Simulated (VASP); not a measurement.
Write the native input for VASP 6.6.1 that does the following.

| Item | Value |
| --- | --- |
| Task | single point |
| Functional | PBEsol |
| Potentials or basis | VASP PAW PBE potentials, release 64 (Al, As) |
| Cutoff | 900 eV |
| k mesh | 8 × 8 × 8 |
| Occupations | gaussian, width 0.02 eV |
| Spin | no spin polarisation |
| Further INCAR settings | ALGO = Normal; EDIFF = 1e-06; NBANDS = 11 |

The structure of AlAs lies in POSCAR:

```
AlAs
1.0
    0.0000000000      2.8408800000      2.8408800000
    2.8408800000      0.0000000000      2.8408800000
    2.8408800000      2.8408800000      0.0000000000
Al As
1 1
Direct
    0.0000000000      0.0000000000      0.0000000000
    0.2500000000      0.2500000000      0.2500000000
```

The cell is a database's computed one.

One way to write it, as run:

INCAR

```
SYSTEM = AlAs
PREC = Accurate
ENCUT = 900
EDIFF = 1E-6
ISMEAR = 0
SIGMA = 0.02
LREAL = .FALSE.
LASPH = .TRUE.
NELM = 80
ALGO = Normal
ISIF = 2
LWAVE = .FALSE.
LCHARG = .TRUE.
GGA = PS
LELF = .TRUE.
LVHAR = .TRUE.
NBANDS = 11
```

KPOINTS

```
Automatic mesh
0
G
  8 8 8
  0 0 0
```

Potentials or basis: VASP PAW PBE potentials, release 64 (Al, As).

Command:

```sh
$ cat potpaw_PBE.64/Al/POTCAR potpaw_PBE.64/As/POTCAR > POTCAR
$ mpirun -np 1 vasp_std > vasp.out
```

Results of the run:

- Pressure: 0.0 GPa
- Band gap on the k mesh: 1.34 eV, indirect (least direct gap 1.89 eV)

Caveat: the PAW data sets were made with another functional, which shifts forces and pressure a little.

Wall time 26 s on 1 thread of Intel(R) Xeon(R) Platinum 8488C (Sapphire Rapids), with other jobs on the host, peak memory 0.25 GiB.
